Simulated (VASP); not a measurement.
**Input and output of a VASP r²SCAN single-point calculation on GaN (strained rocksalt)**

INCAR

```
NBANDS = 16
LCHARG = .TRUE.
PREC = Accurate
ENCUT = 520
EDIFF = 1E-7
IBRION = -1
NSW = 0
LREAL = .FALSE.
ISIF = 2
LASPH = .TRUE.
LWAVE = .FALSE.
METAGGA = R2SCAN
ISMEAR = 0
SIGMA = 0.01
ALGO = Normal
LELF = .TRUE.
NELM = 120
```

KPOINTS

```
KPOINTS created by Atomic Simulation Environment
0
Gamma
10 10 10
0 0 0
```

KPOINTS_OPT

```
special points
8
Reciprocal
0.0000000000 0.0000000000 0.0000000000 1
0.5000000000 0.0000000000 0.5000000000 1
0.6250000000 0.2500000000 0.6250000000 1
0.3750000000 0.3750000000 0.7500000000 1
0.5000000000 0.5000000000 0.5000000000 1
0.5000000000 0.2500000000 0.7500000000 1
0.1796880000 -0.0104170000 -0.1927080000 1
0.0000000000 0.5000000000 0.5000000000 1
```

POSCAR

```
Ga N
 1.0000000000000000
     0.0000000000000000    2.1085152378999998    2.1085152378999998
     1.9826368781999999    0.0000000000000000    2.1085152378999998
     1.9826368781999999    2.1085152378999998    0.0000000000000000
 Ga  N
   1   1
Cartesian
  0.0000000000000000  0.0000000000000000  0.0000000000000000
  1.9826368781999999  2.1085152378999998  2.1085152378999998
```

VASP ran with the recommended PBE PAW datasets (18 valence electrons in the cell).

Command

```
mpirun -np 1 vasp_std
```

OSZICAR

```
N       E                     dE             d eps       ncg     rms          rms(c)
DAV:   1     0.611910474179E+02    0.61191E+02   -0.95059E+03  3864   0.224E+03
DAV:   2    -0.213542649707E+02   -0.82545E+02   -0.77084E+02  3760   0.326E+02
DAV:   3    -0.255132498538E+02   -0.41590E+01   -0.41468E+01  3768   0.640E+01
DAV:   4    -0.255476553814E+02   -0.34406E-01   -0.34403E-01  4136   0.608E+00
DAV:   5    -0.255480488531E+02   -0.39347E-03   -0.39347E-03  3864   0.593E-01    0.715E+00
DAV:   6    -0.208255035256E+02    0.47225E+01   -0.31289E+00  4576   0.435E+01    0.245E+00
DAV:   7    -0.208571565707E+02   -0.31653E-01   -0.49302E-01  3896   0.653E+00    0.168E+00
DAV:   8    -0.208657438148E+02   -0.85872E-02   -0.27379E-02  4112   0.421E+00    0.262E-01
DAV:   9    -0.208647918418E+02    0.95197E-03   -0.65734E-03  4704   0.242E+00    0.732E-02
DAV:  10    -0.208648281401E+02   -0.36298E-04   -0.66439E-04  3936   0.280E-01    0.534E-02
DAV:  11    -0.208648310324E+02   -0.28923E-05   -0.19295E-04  3888   0.133E-01    0.291E-02
DAV:  12    -0.208648189013E+02    0.12131E-04   -0.17286E-05  3728   0.421E-02    0.102E-02
DAV:  13    -0.208648174817E+02    0.14196E-05   -0.68034E-07  4344   0.101E-02    0.526E-03
DAV:  14    -0.208648177895E+02   -0.30780E-06   -0.13421E-07  2672   0.953E-03    0.227E-03
DAV:  15    -0.208648177898E+02   -0.29377E-09   -0.13793E-07  2728   0.371E-03
   1 F= -.20864818E+02 E0= -.20864818E+02  d E =-.690629E-34
       N       E                     dE             ncg
DAV:   1     0.202065191455E+04   -0.60238E+04      320
DAV:   2     0.141171019069E+04   -0.60894E+03      312
DAV:   3     0.138369339146E+04   -0.28017E+02      280
DAV:   4     0.138346497552E+04   -0.22842E+00      352
DAV:   5     0.138346244479E+04   -0.25307E-02      272
DAV:   6     0.138346236625E+04   -0.78538E-04      376
DAV:   7     0.138346236419E+04   -0.20576E-05      280
DAV:   8     0.138346236411E+04   -0.85144E-07      312
```

From OUTCAR

```
k-points           NKPTS =    102   k-points in BZ     NKDIM =    102   number of bands    NBANDS=     16

   NELECT =      18.0000    total number of electrons

   dimension x,y,z NGX =    24 NGY =   24 NGZ =   24
   dimension x,y,z NGXF=    48 NGYF=   48 NGZF=   48

  energy-cutoff  :      520.00
  volume of cell :       17.63
      direct lattice vectors                 reciprocal lattice vectors
     0.000000000  2.108515238  2.108515238    -0.252189398  0.237133691  0.237133691
     1.982636878  0.000000000  2.108515238     0.252189398 -0.237133691  0.237133691
     1.982636878  2.108515238  0.000000000     0.252189398  0.237133691 -0.237133691

 k-points in reciprocal lattice and weights: KPOINTS created by Atomic Simulation Env
   0.00000000  0.00000000  0.00000000       0.001
   0.10000000  0.00000000  0.00000000       0.008
   0.20000000  0.00000000  0.00000000       0.008
   0.30000000  0.00000000  0.00000000       0.008
   0.40000000  0.00000000  0.00000000       0.008
   0.50000000  0.00000000  0.00000000       0.004
   0.10000000  0.10000000  0.00000000       0.004
   0.20000000  0.10000000  0.00000000       0.016
   ...

 E-fermi :   8.6384

 k-point     1 :       0.0000    0.0000    0.0000
  band No.  band energies     occupation
      1     -10.2738      2.00000
      2      -5.8292      2.00000
      3      -5.8292      2.00000
      4      -5.7926      2.00000
      5      -5.7808      2.00000
      6      -5.6830      2.00000
      7       7.5101      2.00000
      8       8.1111      2.00000
      9       8.1111      2.00000
     10      12.2096      0.00000
     11      24.2997      0.00000
     12      24.2997      0.00000
     13      24.7902      0.00000
     14      25.6004      0.00000
     15      25.6005      0.00000
     16      26.0773      0.00000

 k-point     2 :       0.1000    0.0000    0.0000
  band No.  band energies     occupation
      1     -10.0633      2.00000
      2      -5.8327      2.00000
      3      -5.8294      2.00000
      4      -5.7891      2.00000
      5      -5.7811      2.00000
      6      -5.7083      2.00000
      7       6.7034      2.00000
      8       7.8648      2.00000
      9       8.1078      2.00000
     10      13.0906      0.00000
     11      21.9852      0.00000
     12      23.3241      0.00000
     13      24.3475      0.00000
     14      25.6075      0.00000
     15      25.7483      0.00000
     16      27.5442      0.00000

 k-point     3 :       0.2000    0.0000    0.0000
  band No.  band energies     occupation
      1      -9.4531      2.00000
      2      -5.8926      2.00000
      3      -5.8619      2.00000
      4      -5.8278      2.00000
      5      -5.7181      2.00000
      6      -5.7079      2.00000
      7       4.6208      2.00000
      8       7.9907      2.00000
      9       8.1088      2.00000
     10      14.3610      0.00000
     11      19.8988      0.00000
     12      21.3524      0.00000
     13      23.0119      0.00000
     14      25.7793      0.00000
     15      26.9940      0.00000
     16      27.5128      0.00000

 k-point     4 :       0.3000    0.0000    0.0000
  band No.  band energies     occupation
      1      -8.5234      2.00000
      2      -5.9789      2.00000
      3      -5.9439      2.00000
      4      -5.8975      2.00000
      5      -5.6517      2.00000
      6      -5.6297      2.00000
      7       2.4089      2.00000
      8       8.1300      2.00000
      9       8.2205      2.00000
     10      14.7114      0.00000
     11      19.2609      0.00000
     12      19.6362      0.00000
     13      21.4281      0.00000
     14      25.8944      0.00000
     15      29.0830      0.00000
     16      29.0839      0.00000

 k-point     5 :       0.4000    0.0000    0.0000
  band No.  band energies     occupation
      1      -7.4832      2.00000
      2      -6.0486      2.00000
      3      -6.0276      2.00000
      4      -5.9945      2.00000
      5      -5.6011      2.00000
      6      -5.5566      2.00000
      7       0.5880      2.00000
      8       8.1649      2.00000
      9       8.4346      2.00000
     10      14.3269      0.00000
     11      18.5102      0.00000
     12      19.5216      0.00000
     13      20.2953      0.00000
     14      26.3794      0.00000
     15      31.5432      0.00000
     16      31.7723      0.00000

 k-point     6 :       0.5000    0.0000    0.0000
  band No.  band energies     occupation
      1      -6.8934      2.00000
      2      -6.1194      2.00000
      3      -6.0751      2.00000
      4      -6.0600      2.00000
      5      -5.5815      2.00000
      6      -5.5283      2.00000
      7      -0.1808      2.00000
      8       8.1829      2.00000
      9       8.5238      2.00000
     10      14.1092      0.00000
     11      18.1177      0.00000
     12      19.6818      0.00000
     13      19.8898      0.00000
     14      26.7486      0.00000
     15      34.0096      0.00000
     16      34.1027      0.00000

 k-point     7 :       0.1000    0.1000    0.0000
  band No.  band energies     occupation
      1     -10.0194      2.00000
      2      -5.8481      2.00000
      3      -5.8197      2.00000
      4      -5.8000      2.00000
      5      -5.7739      2.00000
      6      -5.6799      2.00000
      7       7.1998      2.00000
      8       7.2378      2.00000
      9       7.8852      2.00000
     10      13.3712      0.00000
     11      22.2201      0.00000
     12      22.3652      0.00000
     13      23.5123      0.00000
     14      24.2188      0.00000
     15      27.9715      0.00000
     16      28.8559      0.00000

 k-point     8 :       0.2000    0.1000    0.0000
  band No.  band energies     occupation
      1      -9.5800      2.00000
      2      -5.8780      2.00000
      3      -5.8668      2.00000
      4      -5.7747      2.00000
      5      -5.7397      2.00000
      6      -5.6706      2.00000
      7       5.4420      2.00000
      8       7.3617      2.00000
      9       7.8578      2.00000
     10      14.5012      0.00000
     11      19.9347      0.00000
     12      20.7840      0.00000
     13      23.1751      0.00000
     14      24.7976      0.00000
     15      28.2740      0.00000
     16      29.6710      0.00000

 k-point     9 :       0.3000    0.1000   -0.0000
  band No.  band energies     occupation
      1      -8.8140      2.00000
      2      -5.9515      2.00000
      3      -5.8971      2.00000
      4      -5.8241      2.00000
      5      -5.6408      2.00000
      6      -5.6241      2.00000
      7       3.2941      2.00000
      8       7.4683      2.00000
      9       7.8371      2.00000
     10      15.3032      0.00000
     11      18.1035      0.00000
     12      19.9904      0.00000
     13      22.1995      0.00000
     14      25.9536      0.00000
     15      28.4969      0.00000
     16      30.5637      0.00000

 k-point    10 :       0.4000    0.1000    0.0000
  band No.  band energies     occupation
      1      -7.9033      2.00000
      2      -6.0147      2.00000
      3      -5.9648      2.00000
      4      -5.8439      2.00000
      5      -5.5794      2.00000
      6      -5.5050      2.00000
      7       1.3096      2.00000
      8       7.6302      2.00000
      9       7.7256      2.00000
     10      15.2549      0.00000
     11      17.2039      0.00000
     12      19.9293      0.00000
     13      21.2876      0.00000
     14      26.8946      0.00000
     15      29.7190      0.00000
     16      32.6355      0.00000

 k-point    11 :       0.5000    0.1000    0.0000
  band No.  band energies     occupation
      1      -7.2325      2.00000
      2      -6.0611      2.00000
      3      -6.0269      2.00000
      4      -5.8453      2.00000
      5      -5.5655      2.00000
      6      -5.3776      2.00000
      7       0.0839      2.00000
      8       7.3358      2.00000
      9       8.0602      2.00000
     10      14.9910      0.00000
     11      17.0824      0.00000
     12      19.6904      0.00000
     13      20.9600      0.00000
     14      27.5731      0.00000
     15      31.5525      0.00000
     16      34.0160      0.00000

 k-point    12 :      -0.4000    0.1000   -0.0000
  band No.  band energies     occupation
      1      -7.2628      2.00000
      2      -6.0827      2.00000
      3      -6.0415      2.00000
      4      -5.8819      2.00000
      5      -5.5942      2.00000
      6      -5.4084      2.00000
      7       0.3133      2.00000
      8       7.0664      2.00000
      9       8.3728      2.00000
     10      15.0374      0.00000
     11      17.5293      0.00000
     12      19.6730      0.00000
     13      20.5835      0.00000
     14      27.4695      0.00000
     15      31.1879      0.00000
     16      32.8003      0.00000

 ...

  Total        3.7095340      1.5693183      1.5693183      0.0000000      0.0000000      0.0000000
  in kB      337.1345574    142.6247743    142.6247743      0.0000000      0.0000000      0.0000000
  external PRESSURE =     207.4613686 kB  Pullay stress =       0.0000000 kB

 POSITION                                       TOTAL-FORCE (eV/Angst)
 -----------------------------------------------------------------------------------
      0.00000      0.00000      0.00000        -0.000000      0.000000      0.000000
      1.98264      2.10852      2.10852         0.000000     -0.000000     -0.000000
 -----------------------------------------------------------------------------------
    total drift:                                0.000000     -0.000000     -0.000000

  FREE ENERGIE OF THE ION-ELECTRON SYSTEM (eV)
  ---------------------------------------------------
  free  energy   TOTEN  =       -20.8648177898 eV

  energy  without entropy=      -20.8648177898  energy(sigma->0) =      -20.86481779
```

```yaml
gap_between_bands_v_and_c: 1.17 eV
least_direct_gap: 4.10 eV
pressure: 20.7 GPa
```

Band v is the last that the valence electrons fill when counted band by band, and c is the next.

The run took about 1.8 min on one core of a shared host (Intel Xeon Platinum 8488C) and held 0.18 GiB at most.
